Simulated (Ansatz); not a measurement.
**SiC: sliding across a plane**

Aim: for SiC, slide the crystal rigidly across a (0 0 1) plane.

Method: DFT r2SCAN, scalar-relativistic, plane waves, PAW, in Ansatz 0.2.0.

1 further run of the same task is left out (set aside as unsound or not needed).

### 1 The system as given

Symmetry: P6_3mc, No. 186, hexagonal system. Conventional cell: a = 3.078 Å, b = 3.078 Å, c = 10.077 Å, α = 90.00°, β = 90.00°, γ = 120.00°. Around Si (site symmetry 3m) lie 4 C at 1.89 Å. Si (site symmetry 3m) is surrounded by 4 C at 1.88 to 1.89 Å. C (site symmetry 3m) has 4 Si at 1.88 to 1.89 Å as nearest neighbours. C (site symmetry 3m) has 4 Si at 1.89 Å as nearest neighbours.

Structure file:

```xyz
8
Lattice="-1.5388 -2.6652 0.0000 1.5388 -2.6652 0.0000 0.0000 0.0000 10.0768" Properties=species:S:1:pos:R:3 pbc="T T T"
Si    0.0000   -1.7768    9.4504
Si    0.0000   -3.5537    4.4120
Si    0.0000    0.0000    6.9317
Si    0.0000    0.0000    1.8934
C     0.0000   -1.7768    7.5556
C     0.0000   -3.5537    2.5172
C    -1.5388   -2.6652    5.0431
C    -1.5388   -2.6652    0.0047
```

It goes back to an entry of the Materials Project.

It is the result of an earlier relaxation at this level (volume 10.33 Å³/atom; gap on the mesh: 2.60 eV).

### 2 Zero of energy

The reference gives a free energy of -3565.3338 eV, pressure 0.00 GPa, largest force 0.001 eV/Å and gap on the mesh 2.60 eV. It was computed beforehand with the settings of the runs below.

### 3 Setting up sliding across a plane

The cut lies on the cell's a–b face, a (0 0 1) plane of area 8.20 Å², between layers 1.89 Å apart (C below, Si above); the cell is 10.1 Å thick. Vector c is tilted by f times 1·a + 0·b (length 3.078 Å) with the atoms' Cartesian places fixed: one unrelaxed fault per cell.

### 4 f = 0.200

Contents of input.yaml:

```yaml
crystal:
  lattice:
    - [-1.5387796673, -2.6652445653, 0.0]
    - [1.5387796672, -2.6652445654, 0.0]
    - [-0.3077559335, -0.5330489131, 10.076769165]
  atoms:
    - { symbol: Si, position: [0.2145258095, 0.3333333333, 0.5940376193] }
    - { symbol: Si, position: [0.6478591428, 0.6666666667, 0.0940376193] }
    - { symbol: Si, position: [-0.0688186364, 0.0, 0.3440931819] }
    - { symbol: Si, position: [-0.1688186364, 0.0, 0.8440931819] }
    - { symbol: C, position: [0.2521325325, 0.3333333333, 0.4060040042] }
    - { symbol: C, position: [0.4854658658, 0.6666666667, 0.9060040042] }
    - { symbol: C, position: [0.9686671611, 0.0, 0.1566641945] }
    - { symbol: C, position: [0.8686671611, 0.0, 0.6566641945] }
basis:
  ecutwfc: 500
kpoints:
  mp_grid: { grid: [8, 8, 3] }
hamiltonian:
  xc: r2scan
scf:
  occupations: { method: gaussian, width: 0.05 }
output:
  forces: true
  stress: true
  eigenvalues: true
```

On the command line:

```
ansatz run input.yaml --threads 2 --pin off --max-ram 5120MiB --backend cpu --events-out ev --progress --plain --runs-dir out
```

### 5 f = 0.400

Contents of input.yaml:

```yaml
crystal:
  lattice:
    - [-1.5387796673, -2.6652445653, 0.0]
    - [1.5387796672, -2.6652445654, 0.0]
    - [-0.6155118669, -1.0660978261, 10.076769165]
  atoms:
    - { symbol: Si, position: [0.0957182856, 0.3333333333, 0.5940376193] }
    - { symbol: Si, position: [0.6290516189, 0.6666666667, 0.0940376193] }
    - { symbol: Si, position: [-0.1376372728, 0.0, 0.3440931819] }
    - { symbol: Si, position: [-0.3376372728, 0.0, 0.8440931819] }
    - { symbol: C, position: [0.1709317317, 0.3333333333, 0.4060040042] }
    - { symbol: C, position: [0.304265065, 0.6666666667, 0.9060040042] }
    - { symbol: C, position: [0.9373343222, 0.0, 0.1566641945] }
    - { symbol: C, position: [0.7373343222, 0.0, 0.6566641945] }
basis:
  ecutwfc: 500
kpoints:
  mp_grid: { grid: [8, 8, 3] }
hamiltonian:
  xc: r2scan
scf:
  occupations: { method: gaussian, width: 0.05 }
output:
  forces: true
  stress: true
  eigenvalues: true
  write_density: true
  write_potential: true
  elf: true
  volumetric_format: npy
```

### 6 At f = 0.100

Contents of input.yaml:

```yaml
crystal:
  lattice:
    - [-1.5387796673, -2.6652445653, 0.0]
    - [1.5387796672, -2.6652445654, 0.0]
    - [-0.1538779667, -0.2665244565, 10.076769165]
  atoms:
    - { symbol: Si, position: [0.2739295714, 0.3333333333, 0.5940376193] }
    - { symbol: Si, position: [0.6572629047, 0.6666666667, 0.0940376193] }
    - { symbol: Si, position: [-0.0344093182, 0.0, 0.3440931819] }
    - { symbol: Si, position: [-0.0844093182, 0.0, 0.8440931819] }
    - { symbol: C, position: [0.2927329329, 0.3333333333, 0.4060040042] }
    - { symbol: C, position: [0.5760662662, 0.6666666667, 0.9060040042] }
    - { symbol: C, position: [0.9843335805, 0.0, 0.1566641945] }
    - { symbol: C, position: [0.9343335806, 0.0, 0.6566641945] }
basis:
  ecutwfc: 500
kpoints:
  mp_grid: { grid: [8, 8, 3] }
hamiltonian:
  xc: r2scan
scf:
  occupations: { method: gaussian, width: 0.05 }
output:
  forces: true
  stress: true
  eigenvalues: true
```

### 7 At f = 0.300

Contents of input.yaml:

```yaml
crystal:
  lattice:
    - [-1.5387796673, -2.6652445653, 0.0]
    - [1.5387796672, -2.6652445654, 0.0]
    - [-0.4616339002, -0.7995733696, 10.076769165]
  atoms:
    - { symbol: Si, position: [0.1551220475, 0.3333333333, 0.5940376193] }
    - { symbol: Si, position: [0.6384553809, 0.6666666667, 0.0940376193] }
    - { symbol: Si, position: [-0.1032279546, 0.0, 0.3440931819] }
    - { symbol: Si, position: [-0.2532279546, 0.0, 0.8440931819] }
    - { symbol: C, position: [0.2115321321, 0.3333333333, 0.4060040042] }
    - { symbol: C, position: [0.3948654654, 0.6666666667, 0.9060040042] }
    - { symbol: C, position: [0.9530007416, 0.0, 0.1566641945] }
    - { symbol: C, position: [0.8030007416, 0.0, 0.6566641945] }
basis:
  ecutwfc: 500
kpoints:
  mp_grid: { grid: [8, 8, 3] }
hamiltonian:
  xc: r2scan
scf:
  occupations: { method: gaussian, width: 0.05 }
output:
  forces: true
  stress: true
  eigenvalues: true
```

### 8 At f = 0.500

Contents of input.yaml:

```yaml
crystal:
  lattice:
    - [-1.5387796673, -2.6652445653, 0.0]
    - [1.5387796672, -2.6652445654, 0.0]
    - [-0.7693898337, -1.3326222827, 10.076769165]
  atoms:
    - { symbol: Si, position: [0.0363145237, 0.3333333333, 0.5940376193] }
    - { symbol: Si, position: [0.619647857, 0.6666666667, 0.0940376193] }
    - { symbol: Si, position: [-0.172046591, 0.0, 0.3440931819] }
    - { symbol: Si, position: [-0.422046591, 0.0, 0.8440931819] }
    - { symbol: C, position: [0.1303313312, 0.3333333333, 0.4060040042] }
    - { symbol: C, position: [0.2136646646, 0.6666666667, 0.9060040042] }
    - { symbol: C, position: [0.9216679027, 0.0, 0.1566641945] }
    - { symbol: C, position: [0.6716679027, 0.0, 0.6566641945] }
basis:
  ecutwfc: 500
kpoints:
  mp_grid: { grid: [8, 8, 3] }
hamiltonian:
  xc: r2scan
scf:
  occupations: { method: gaussian, width: 0.05 }
output:
  forces: true
  stress: true
  eigenvalues: true
```

(Steps that only read results are left out.)

Q: Predict the outcome of this session. Wanted: largest shear traction sampled.

As calculated:

| quantity | value |
| --- | --- |
| highest fault energy sampled | 4346 mJ/m² at f = 0.500 |
| largest shear traction sampled | 45.3 GPa |

Of the points run, the one at f = 0.500 is highest, 4346 mJ/m². Nothing is relaxed, so these energies are upper bounds; letting the layers move apart would lower them. The gap on the mesh stays between 0.76 and 2.60 eV.
